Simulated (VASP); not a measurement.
# Y in VASP: reference runs

Aim: a first look at Y with PBE, on the cell as given.

Everything below comes from runs of VASP 6.6.1. Logs are shortened: lines on timing, memory, paths and dates and some standing lists are left out, and cuts for length are marked.

### 1 The undisturbed slab

The cell holds a slab with vacuum, 3 atoms: a = 3.651 Å, b = 3.651 Å, c = 20.747 Å, α = 90.00°, β = 90.00°, γ = 120.00°.

The slab is cut from a database's or a generator's crystal, which needn't be the stable form of the element.

### 2 Single point, PBE (the (0 0 1) slab of Y, cut from the database cell, not relaxed)

INCAR reads:

```
PREC = Accurate
ENCUT = 520
EDIFF = 1E-7
ISMEAR = -1
SIGMA = 0.05
LREAL = False
LASPH = True
NELM = 100
ALGO = Normal
ISIF = 2
LWAVE = False
LCHARG = False
LDIPOL = True
IDIPOL = 3
DIPOL = 0.5 0.5 0.500
GGA = PE
NBANDS = 24
```

KPOINTS reads:

```
regular mesh
0
Gamma
  8 8 1
```

POSCAR reads:

```
Y
1.0
    3.6514992371      0.0000000000      0.0000000000
   -1.8257496186      3.1622911012      0.0000000000
    0.0000000000      0.0000000000     20.7474000000
Y
3
Direct
    0.3333333333      0.6666666666      0.3614910784
    0.6666666667      0.3333333334      0.5000000000
    0.3333333333      0.6666666666      0.6385089216
```

Potentials or basis: VASP PAW PBE potentials, release 64 (Y_sv).

Started as:

```console
cat potpaw_PBE.64/Y_sv/POTCAR > POTCAR
mpirun -np 1 vasp_std > vasp.out
```

OUTCAR:

```text
PREC = Accurate
   ENCUT = 520
   EDIFF = 1E-7
   ISMEAR = -1
   LREAL = False
   LASPH = True
   NELM = 100
   ISIF = 2
   GGA = PE

 ion  position               nearest neighbor table
   1  0.333  0.667  0.361-   2 3.56   2 3.56   2 3.56
   2  0.667  0.333  0.500-   1 3.56   3 3.56   1 3.56   3 3.56   1 3.56   3 3.56
   3  0.333  0.667  0.639-   2 3.56   2 3.56   2 3.56

  LATTYP: Found a hexagonal cell.
 ALAT       =     3.6514992371
 C/A-ratio  =     5.6818853443

  Lattice vectors:

 A1 = (   3.6514992371,   0.0000000000,   0.0000000000)
 A2 = (  -1.8257496186,   3.1622911012,   0.0000000000)
 A3 = (   0.0000000000,   0.0000000000,  20.7474000000)

Analysis of symmetry for initial positions (statically):
=====================================================================
 Subroutine PRICEL returns:
 Original cell was already a primitive cell.

 Routine SETGRP: Setting up the symmetry group for a
 hexagonal supercell.

 Subroutine GETGRP returns: Found 12 space group operations
 (whereof 12 operations were pure point group operations)
 out of a pool of 24 trial point group operations.

The static configuration has the point symmetry D_3h.

Analysis of symmetry for dynamics (positions and initial velocities):
=====================================================================
 Subroutine PRICEL returns:
 Original cell was already a primitive cell.

 Routine SETGRP: Setting up the symmetry group for a
 hexagonal supercell.

 Subroutine GETGRP returns: Found 12 space group operations
 (whereof 12 operations were pure point group operations)
 out of a pool of 24 trial point group operations.

The dynamic configuration has the point symmetry D_3h.

 Subroutine INISYM returns: Found 12 space group operations
 (whereof 12 operations are pure point group operations),
 and found     1 'primitive' translations

----------------------------------------------------------------------------------------

                                     Primitive cell

  volume of cell :     239.5724

  direct lattice vectors                    reciprocal lattice vectors
     3.651499237  0.000000000  0.000000000     0.273860115  0.158113211  0.000000000
    -1.825749619  3.162291101  0.000000000     0.000000000  0.316226422  0.000000000
     0.000000000  0.000000000 20.747400000     0.000000000  0.000000000  0.048198810

  length of vectors
     3.651499237  3.651499237 20.747400000     0.316226422  0.316226422  0.048198810

  position of ions in fractional coordinates (direct lattice)
     0.333333333  0.666666667  0.361491078
     0.666666667  0.333333333  0.500000000
     0.333333333  0.666666667  0.638508922

  ion indices of the primitive-cell ions
   primitive index   ion index
                 1           1
                 2           2
                 3           3

----------------------------------------------------------------------------------------

 KPOINTS: regular mesh

Automatic generation of k-mesh.
 Grid dimensions read from file:
 generate k-points for:    8    8    1

 Generating k-lattice:

  Cartesian coordinates                     Fractional coordinates (reciprocal lattice)
     0.034232514  0.019764151  0.000000000     0.125000000  0.000000000  0.000000000
     0.000000000  0.039528303  0.000000000     0.000000000  0.125000000  0.000000000
     0.000000000  0.000000000  0.048198810     0.000000000  0.000000000  1.000000000

  Length of vectors
     0.039528303  0.039528303  0.048198810

  Shift w.r.t. Gamma in fractional coordinates (k-lattice)
     0.000000000  0.000000000  0.000000000

 Subroutine IBZKPT returns following result:
 ===========================================

 Found     10 irreducible k-points:

 Following reciprocal coordinates:
            Coordinates               Weight
  0.000000  0.000000  0.000000      1.000000
  0.125000  0.000000  0.000000      6.000000
  0.250000  0.000000  0.000000      6.000000
  0.375000 -0.000000  0.000000      6.000000
  0.500000  0.000000  0.000000      3.000000
  0.125000  0.125000  0.000000      6.000000
  0.250000  0.125000  0.000000     12.000000
  0.375000  0.125000  0.000000     12.000000
  0.250000  0.250000  0.000000      6.000000
  0.375000  0.250000  0.000000      6.000000
   k-points           NKPTS =     10   k-points in BZ     NKDIM =     10   number of bands    NBANDS=     24
   number of dos      NEDOS =    301   number of ions     NIONS =      3
   total plane-waves  NPLWV = 125440
   dimension x,y,z NGX =    28 NGY =   28 NGZ =  160
   dimension x,y,z NGXF=    56 NGYF=   56 NGZF=  320
   ions per type =               3
   NGX,Y,Z   is equivalent  to a cutoff of  12.75, 12.75, 12.82 a.u.
   NGXF,Y,Z  is equivalent  to a cutoff of  25.50, 25.50, 25.64 a.u.
 SYSTEM =  unknown system
   PREC   = accura    normal or accurate (medium, high low for compatibility)
   ISTART =      0    job   : 0-new  1-cont  2-samecut
   ICHARG =      2    charge: 1-file 2-atom 10-const
   ISPIN  =      1    spin polarized calculation?
   LNONCOLLINEAR =      F non collinear calculations
   LSORBIT =      F    spin-orbit coupling
   LASPH  =      T    aspherical Exc in radial PAW
   ENCUT  =  520.0 eV  38.22 Ry    6.18 a.u.   6.79  6.79 38.58*2*pi/ulx,y,z
   NELM   =    100;   NELMIN=  2; NELMDL= -5     # of ELM steps
   EDIFF  = 0.1E-06   stopping-criterion for ELM
   LREAL  =      F    real-space projection
   EDIFFG = 0.1E-05   stopping-criterion for IOM
   NSW    =      0    number of steps for IOM
   IBRION =     -1    ionic relax: 0-MD 1-quasi-New 2-CG
   NFREE  =      0    steps in history (QN), initial steepest desc. (CG)
   ISIF   =      2    stress and relaxation
   ISYM   =      2    0-nonsym 1-usesym 2-fastsym
   POTIM  = 0.5000    time-step for ionic-motion
   TEBEG  =    0.0;   TEEND  =   0.0 temperature during run
   PSTRESS=    0.0 pullay stress
   NELECT =      33.0000    total number of electrons
   NUPDOWN=      -1.0000    fix difference up-down
   EMIN   =  10.00;   EMAX   =-10.00  energy-range for DOS
   EFERMI =   0.00;   METHOD = LEGACY
   ISMEAR =    -1;   SIGMA  =   0.05  broadening in eV -4-tet -1-fermi 0-gaus
   EFERMI_NEDOS =   21; number of points for ismear=-14 and -15
   IALGO  =     38    algorithm
   IMIX   =      4    mixing-type and parameters
     AMIX     =   0.40;   BMIX     =  1.00
     AMIX_MAG =   1.60;   BMIX_MAG =  1.00
  volume/ion in A,a.u.               =      79.86       538.90
  Fermi-wavevector in a.u.,A,eV,Ry     =   0.845475  1.597715  9.725816  0.714827
  Thomas-Fermi vector in A             =   1.960669
   LORBIT       =      0    0 simple, 1 ext, 2 COOP (PROOUT), +10 PAW based schemes
   GGA     = PE    functional components
   LHFCALC =     F    Hartree Fock is set to
   AEXX    =    0.0000 exact exchange contribution
   IVDW    =     0    specifies the selected vdW correction
   LEPSILON=     F    determine dielectric tensor
   LRPA    =     F    only Hartree local field effects (RPA)
 non-spin polarized calculation
  energy-cutoff  :      520.00
  volume of cell :      239.57
 maximum number of plane-waves:      6470
 NGX is ok and might be reduce to    28
   NGX = 13   NGY = 13   NGZ = 77

 number of electron      33.0000001 magnetization

 dipolmoment           0.000000      0.000000      0.000000 electrons x Angstroem

 Free energy of the ion-electron system (eV)
  ---------------------------------------------------
  ext. energy  EPLUGINS =         0.00000000
  ---------------------------------------------------
  free energy    TOTEN  =       -17.86894007 eV

  energy without entropy =      -17.81067746  energy(sigma->0) =      -17.83980877

 E-fermi :  -0.5186     XC(G=0):  -4.7924

 val. band max:       -0.5239133239   @ k =   0.2500   0.0000   0.0000
 cond. band min:      -0.5000436667   @ k =   0.3750   0.2500   0.0000
 fundamental gap:      0.0238696572
 Fermi energy:        -0.5186047357

 k-point     1 :       0.0000    0.0000    0.0000
  band No.  band energies     occupation
      1     -43.6842      2.00000
      2     -43.6834      2.00000
      3     -43.0360      2.00000
      4     -23.7670      2.00000
      5     -23.7152      2.00000
      6     -23.4438      2.00000
[... 16 lines left out ...]
     23       1.1190      0.00000
     24       1.5199      0.00000

 k-point     2 :       0.1250    0.0000    0.0000
  band No.  band energies     occupation
      1     -43.6792      2.00000
      2     -43.6785      2.00000
      3     -43.0312      2.00000
      4     -23.7537      2.00000
      5     -23.7101      2.00000
      6     -23.4988      2.00000
[... 16 lines left out ...]
     23       1.3824      0.00000
     24       1.4075      0.00000

 k-point     3 :       0.2500    0.0000    0.0000
  band No.  band energies     occupation
      1     -43.6673      2.00000
      2     -43.6668      2.00000
      3     -43.0196      2.00000
      4     -23.7224      2.00000
      5     -23.6988      2.00000
      6     -23.6278      2.00000
[... 16 lines left out ...]
     23       1.5843      0.00000
     24       1.9458      0.00000
[... 136 lines left out ...]
 k-point     9 :       0.2500    0.2500    0.0000
  band No.  band energies     occupation
      1     -43.6503      2.00000
      2     -43.6502      2.00000
      3     -43.0030      2.00000
      4     -23.7417      2.00000
      5     -23.7296      2.00000
      6     -23.6841      2.00000
[... 16 lines left out ...]
     23       1.6897      0.00000
     24       2.3107      0.00000

 k-point    10 :       0.3750    0.2500    0.0000
  band No.  band energies     occupation
      1     -43.6467      2.00000
      2     -43.6467      2.00000
      3     -42.9996      2.00000
      4     -23.7431      2.00000
      5     -23.7330      2.00000
      6     -23.6805      2.00000
[... 16 lines left out ...]
     23       1.8785      0.00000
     24       2.6573      0.00000

------------------------ aborting loop because EDIFF is reached ----------------------------------------

 vacuum level on the upper side and lower side of the slab       (xc-potential included)        -0.202        -0.202

  FORCE on cell =-STRESS in cart. coord.  units (eV):
  Direction    XX          YY          ZZ          XY          YZ          ZX
  --------------------------------------------------------------------------------------
  -------------------------------------------------------------------------------------
  Total       -1.4021141     -1.4021141     -1.1747662      0.0000000      0.0000000     -0.0000000
  in kB       -9.3768548     -9.3768548     -7.8564305      0.0000000      0.0000000     -0.0000000
  external PRESSURE =      -8.8700467 kB  Pullay stress =       0.0000000 kB

 VOLUME and BASIS-vectors are now :
 -----------------------------------------------------------------------------
  energy-cutoff  :      520.00
  volume of cell :      239.57
      direct lattice vectors                 reciprocal lattice vectors
     3.651499237  0.000000000  0.000000000     0.273860115  0.158113211  0.000000000
    -1.825749619  3.162291101  0.000000000     0.000000000  0.316226422  0.000000000
     0.000000000  0.000000000 20.747400000     0.000000000  0.000000000  0.048198810

 POSITION                                       TOTAL-FORCE (eV/Angst)
 -----------------------------------------------------------------------------------
     -0.00000      2.10819      7.50000        -0.000000      0.000000      0.203485
      1.82575      1.05410     10.37370         0.000000     -0.000000     -0.000000
     -0.00000      2.10819     13.24740         0.000000     -0.000000     -0.203485
 -----------------------------------------------------------------------------------
    total drift:                                0.000000      0.000000     -0.000000

  FREE ENERGIE OF THE ION-ELECTRON SYSTEM (eV)
  ---------------------------------------------------
  free  energy   TOTEN  =       -17.8689400684 eV

  energy  without entropy=      -17.8106774628  energy(sigma->0) =      -17.83980877

 vacuum level on the upper side and lower side of the slab         2.564         2.564
```

It took 2.6 min on 1 thread of Intel Xeon Platinum 8259CL at 2.50GHz (Skylake/Cascade Lake), shared host; peak memory 0.36 GiB.

Results:

```yaml
Free_energy: -17.8689 eV
Largest_force: 0.203 eV/Å
Band_gap_on_the_k_mesh: none (metal or under the smearing width)
```

Forces on the atoms (eV/Å):
```
Y    0.000  0.000  0.203
Y    0.000  0.000  0.000
Y    0.000  0.000 -0.203
```

Levels at points of the mesh, in eV from the Fermi level:
| k point | band 14 | band 15 | band 16 | band 17 | band 18 | band 19 | band 20 | band 21 |
| --- | --- | --- | --- | --- | --- | --- | --- | --- |
| (0.00, 0.00, 0.00) | -3.41 | -2.25 | 0.13 | 0.25 | 0.81 | 1.56 | 1.56 | 1.58 |
| (0.50, 0.00, 0.00) | -1.46 | -1.21 | -0.46 | -0.21 | 0.49 | 0.67 | 1.25 | 1.64 |
